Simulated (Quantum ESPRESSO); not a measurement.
# CaO (Pm-3m) in Quantum ESPRESSO: reference runs

Reference runs on CaO: the cell as given.

All numbers are computed with Quantum ESPRESSO 7.5; they aren't measurements. Logs are shortened: lines on timing, memory, paths and dates and some standing lists are left out, and cuts for length are marked.

**1. The structure**

The structure is cubic, space group Pm-3m (No. 221). Conventional cell: a = 3.076 Å, b = 3.076 Å, c = 3.076 Å, α = 90.00°, β = 90.00°, γ = 90.00°. Ca (site symmetry m-3m) has 8 O at 2.66 Å as nearest neighbours. O (site symmetry m-3m) is surrounded by 8 Ca at 2.66 Å.

The cell was built by a generator and needn't be a form met in nature.

**2. Single point, PBE**

pw.in reads:

```
&CONTROL
  calculation = 'scf'
  prefix = 'pwscf'
  outdir = './tmp'
  pseudo_dir = './pseudo'
  tprnfor = .true.
  tstress = .true.
  disk_io = 'low'
/
&SYSTEM
  ibrav = 0
  nat = 2
  ntyp = 2
  ecutwfc = 55
  ecutrho = 440
  nbnd = 14
  occupations = 'smearing'
  smearing = 'fd'
  degauss = 0.00367493
/
&ELECTRONS
  conv_thr = 4d-10
  electron_maxstep = 120
  mixing_beta = 0.5
/
ATOMIC_SPECIES
Ca    40.0780 Ca_pbe_v1.uspp.F.UPF
O     15.9990 O.pbe-n-kjpaw_psl.0.1.UPF
CELL_PARAMETERS angstrom
   3.0764151800    0.0000000000    0.0000000000
   0.0000000000    3.0764151800    0.0000000000
   0.0000000000    0.0000000000    3.0764151800
ATOMIC_POSITIONS crystal
Ca     0.0000000000    0.0000000000    0.0000000000
O      0.5000000000    0.5000000000    0.5000000000
K_POINTS automatic
9 9 9 0 0 0
```

pp_density.in reads:

```
&INPUTPP
  prefix = 'pwscf'
  outdir = './tmp'
  filplot = 'density.dat'
  plot_num = 0
/
&PLOT
  nfile = 1
  filepp(1) = 'density.dat'
  iflag = 3
  output_format = 6
  fileout = 'density.cube'
/
```

pp_potential.in reads:

```
&INPUTPP
  prefix = 'pwscf'
  outdir = './tmp'
  filplot = 'potential.dat'
  plot_num = 11
/
&PLOT
  nfile = 1
  filepp(1) = 'potential.dat'
  iflag = 3
  output_format = 6
  fileout = 'potential.cube'
/
```

Potentials or basis: SSSP 1.3 efficiency PBE.

Started as:

```
$ OMP_NUM_THREADS=1 pw.x -in pw.in > pw.out
$ OMP_NUM_THREADS=1 pp.x -in pp_density.in > pp_density.out
$ OMP_NUM_THREADS=1 pp.x -in pp_potential.in > pp_potential.out
```

pw.out:

```text
This program is part of the open-source Quantum ESPRESSO suite
     for quantum simulation of materials; please cite
         "P. Giannozzi et al., J. Phys.:Condens. Matter 21 395502 (2009);
         "P. Giannozzi et al., J. Phys.:Condens. Matter 29 465901 (2017);
         "P. Giannozzi et al., J. Chem. Phys. 152 154105 (2020);
     in publications or presentations arising from this work. More details at

     file O.pbe-n-kjpaw_psl.0.1.UPF: wavefunction(s)  2P renormalized
     Message from routine setup:
     using ibrav=0 with symmetry is DISCOURAGED, use correct ibrav instead

     G-vector sticks info
     --------------------
     sticks:   dense  smooth     PW     G-vecs:    dense   smooth      PW
     Sum        1185     593    185                30647    10827    1863

     Using Slab Decomposition

     bravais-lattice index     =            0
     lattice parameter (alat)  =       5.8136  a.u.
     unit-cell volume          =     196.4859 (a.u.)^3
     number of atoms/cell      =            2
     number of atomic types    =            2
     number of electrons       =        16.00
     number of Kohn-Sham states=           14
     kinetic-energy cutoff     =      55.0000  Ry
     charge density cutoff     =     440.0000  Ry
     scf convergence threshold =      4.0E-10
     mixing beta               =       0.5000
     number of iterations used =            8  plain     mixing
     Exchange-correlation= SLA  PW   PBX  PBC
                           (   1   4   3   4   0   0   0)

     celldm(1)=   5.813582  celldm(2)=   0.000000  celldm(3)=   0.000000
     celldm(4)=   0.000000  celldm(5)=   0.000000  celldm(6)=   0.000000

     crystal axes: (cart. coord. in units of alat)
               a(1) = (   1.000000   0.000000   0.000000 )
               a(2) = (   0.000000   1.000000   0.000000 )
               a(3) = (   0.000000   0.000000   1.000000 )

     reciprocal axes: (cart. coord. in units 2 pi/alat)
               b(1) = (  1.000000  0.000000  0.000000 )
               b(2) = (  0.000000  1.000000  0.000000 )
               b(3) = (  0.000000  0.000000  1.000000 )

     PseudoPot. # 1 for Ca read from file:
     Ca_pbe_v1.uspp.F.UPF
     Pseudo is Ultrasoft + core correction, Zval = 10.0
     Generated by new atomic code, or converted to UPF format
     Using radial grid of  845 points,  6 beta functions with:
                l(1) =   0
                l(2) =   0
                l(3) =   1
                l(4) =   1
                l(5) =   2
                l(6) =   2
     Q(r) pseudized with  8 coefficients,  rinner =    1.500   1.500   1.500
                                                       1.500   1.500

     PseudoPot. # 2 for O  read from file:
     O.pbe-n-kjpaw_psl.0.1.UPF
     Pseudo is Projector augmented-wave + core cor, Zval =  6.0
     Generated using "atomic" code by A. Dal Corso  v.5.0.99 svn rev. 10869
     Shape of augmentation charge: BESSEL
     Using radial grid of 1095 points,  4 beta functions with:
                l(1) =   0
                l(2) =   0
                l(3) =   1
                l(4) =   1
     Q(r) pseudized with 0 coefficients

     atomic species   valence    mass     pseudopotential
     Ca               10.00    40.07800     Ca( 1.00)
     O                 6.00    15.99900     O ( 1.00)

     48 Sym. Ops., with inversion, found

   Cartesian axes

     site n.     atom                  positions (alat units)
         1        Ca     tau(   1) = (   0.0000000   0.0000000   0.0000000  )
         2        O      tau(   2) = (   0.5000000   0.5000000   0.5000000  )

     number of k points=    35  Fermi-Dirac smearing, width (Ry)=  0.0037
                       cart. coord. in units 2pi/alat
        k(    1) = (   0.0000000   0.0000000   0.0000000), wk =   0.0027435
        k(    2) = (   0.0000000   0.0000000   0.1111111), wk =   0.0164609
        k(    3) = (   0.0000000   0.0000000   0.2222222), wk =   0.0164609
        k(    4) = (   0.0000000   0.0000000   0.3333333), wk =   0.0164609
        k(    5) = (   0.0000000   0.0000000   0.4444444), wk =   0.0164609
        k(    6) = (   0.0000000   0.1111111   0.1111111), wk =   0.0329218
[... 27 lines left out ...]
        k(   34) = (   0.3333333   0.4444444   0.4444444), wk =   0.0658436
        k(   35) = (   0.4444444   0.4444444   0.4444444), wk =   0.0219479

     Dense  grid:    30647 G-vectors     FFT dimensions: (  40,  40,  40)

     Smooth grid:    10827 G-vectors     FFT dimensions: (  27,  27,  27)

     Check: negative core charge=   -0.000002

     Initial potential from superposition of free atoms

     starting charge      15.9945, renormalised to      16.0000
     Starting wfcs are   14 randomized atomic wfcs

     Self-consistent Calculation

     iteration #  1     ecut=    55.00 Ry     beta= 0.50
     Davidson diagonalization with overlap
     ethr =  1.00E-02,  avg # of iterations =  3.2

     total energy              =    -116.60870700 Ry
     estimated scf accuracy    <       0.46182927 Ry

     iteration #  2     ecut=    55.00 Ry     beta= 0.50
     Davidson diagonalization with overlap
     ethr =  2.89E-03,  avg # of iterations =  2.0

     total energy              =    -116.70954677 Ry
     estimated scf accuracy    <       0.46086920 Ry

     iteration #  3     ecut=    55.00 Ry     beta= 0.50
     Davidson diagonalization with overlap
     ethr =  2.88E-03,  avg # of iterations =  1.7
[... 43 lines left out ...]
     total energy              =    -116.79874342 Ry
     estimated scf accuracy    <          4.4E-09 Ry

     iteration # 10     ecut=    55.00 Ry     beta= 0.50
     Davidson diagonalization with overlap
     ethr =  2.78E-11,  avg # of iterations =  2.0

     total energy              =    -116.79874342 Ry
     estimated scf accuracy    <          6.7E-10 Ry

     iteration # 11     ecut=    55.00 Ry     beta= 0.50
     Davidson diagonalization with overlap
     ethr =  4.16E-12,  avg # of iterations =  2.0

     End of self-consistent calculation

          k = 0.0000 0.0000 0.0000 (  1357 PWs)   bands (ev):

   -31.5381 -12.1840 -12.1840 -12.1840  -7.6980   7.9445   7.9445   7.9445
    11.0272  11.0272  11.7234  15.6901  15.6901  15.6901

          k = 0.0000 0.0000 0.1111 (  1349 PWs)   bands (ev):

   -31.5280 -12.2916 -12.1758 -12.1758  -7.6123   7.3918   7.9107   7.9107
    11.1087  11.4445  12.2452  15.6376  15.6376  15.7154

          k = 0.0000 0.0000 0.2222 (  1346 PWs)   bands (ev):

   -31.5023 -12.5499 -12.1549 -12.1549  -7.4034   6.3756   7.8229   7.8229
    11.3269  12.4373  13.3594  15.5244  15.5244  15.7806

          k = 0.0000 0.0000 0.3333 (  1346 PWs)   bands (ev):

   -31.4729 -12.8237 -12.1310 -12.1310  -7.1746   5.4954   7.7190   7.7190
    11.5996  13.6103  14.6478  15.4264  15.4264  15.8562
[... 143 lines left out ...]
   -31.3345 -12.6997 -12.5470 -12.5230  -6.9573   5.8328   5.9937   6.4062
    13.9804  14.5400  14.5657  15.0907  15.7226  18.4340

          k = 0.3333 0.4444 0.4444 (  1369 PWs)   bands (ev):

   -31.3173 -12.6689 -12.6629 -12.5115  -6.9098   5.7562   5.7592   6.1141
    14.3666  14.7624  14.8222  15.0471  16.4537  18.8013

          k = 0.4444 0.4444 0.4444 (  1358 PWs)   bands (ev):

   -31.3002 -12.6433 -12.6376 -12.6376  -6.8372   5.5929   5.5929   5.6784
    14.8270  15.0667  15.0667  16.3920  16.3920  18.7107

     the Fermi energy is     9.4912 ev

!    total energy              =    -116.79874342 Ry
     estimated scf accuracy    <          1.3E-11 Ry
     smearing contrib. (-TS)   =      -0.00000000 Ry
     internal energy E=F+TS    =    -116.79874342 Ry

     The total energy is F=E-TS. E is the sum of the following terms:
     one-electron contribution =     -24.89171725 Ry
     hartree contribution      =      19.93323197 Ry
     xc contribution           =     -19.39400633 Ry
     ewald contribution        =     -82.92731785 Ry
     one-center paw contrib.   =      -9.51893396 Ry

     convergence has been achieved in  11 iterations

     Forces acting on atoms (cartesian axes, Ry/au):

     atom    1 type  1   force =     0.00000000    0.00000000    0.00000000
     atom    2 type  2   force =     0.00000000    0.00000000    0.00000000

     Total force =     0.000000     Total SCF correction =     0.000000

     Computing stress (Cartesian axis) and pressure

          total   stress  (Ry/bohr**3)                   (kbar)     P=     -112.88
  -0.00076733   0.00000000   0.00000000         -112.88        0.00        0.00
   0.00000000  -0.00076733   0.00000000            0.00     -112.88        0.00
   0.00000000   0.00000000  -0.00076733            0.00        0.00     -112.88

=------------------------------------------------------------------------------=
   JOB DONE.
=------------------------------------------------------------------------------=
```

pp_density.out:

```text
This program is part of the open-source Quantum ESPRESSO suite
     for quantum simulation of materials; please cite
         "P. Giannozzi et al., J. Phys.:Condens. Matter 21 395502 (2009);
         "P. Giannozzi et al., J. Phys.:Condens. Matter 29 465901 (2017);
         "P. Giannozzi et al., J. Chem. Phys. 152 154105 (2020);
     in publications or presentations arising from this work. More details at

     file O.pbe-n-kjpaw_psl.0.1.UPF: wavefunction(s)  2P renormalized

     IMPORTANT: XC functional enforced from input :
     Exchange-correlation= PBE
                           (   1   4   3   4   0   0   0)
     Any further DFT definition will be discarded
     Please, verify this is what you really want

     G-vector sticks info
     --------------------
     sticks:   dense  smooth     PW     G-vecs:    dense   smooth      PW
     Sum        1185     593    185                30647    10827    1863

     Using Slab Decomposition

     Check: negative core charge=   -0.000002

     Calling punch_plot, plot_num =   0
     Writing data to file  density.dat
     Reading data from file  density.dat

     Writing data to be plotted to file density.cube
     Plot Type: 3D                     Output format: Gaussian cube

=------------------------------------------------------------------------------=
   JOB DONE.
=------------------------------------------------------------------------------=
```

Run time: 7.9 s. Hardware: 1 thread of AMD EPYC 9R45 (Zen 5), shared host; peak memory 0.16 GiB.

What came out:

```yaml
Free_energy: -1589.1279 eV
Pressure: -11.3 GPa
Band_gap_on_the_k_mesh: 2.81 eV, indirect (least direct gap 3.08 eV)
```

Levels at points of the mesh, in eV from the valence-band top:
```
           k point  band 5  band 6  band 7  band 8  band 9  band 10  band 11  band 12
(0.00, 0.00, 0.00)  -15.91   -0.27   -0.27   -0.27    2.81     2.81     3.51     7.48
```

Caveat: an odd mesh through Γ misses points on the zone boundary, where band edges often lie. A hybrid or GW would open this gap; PBE tends to underestimate it.
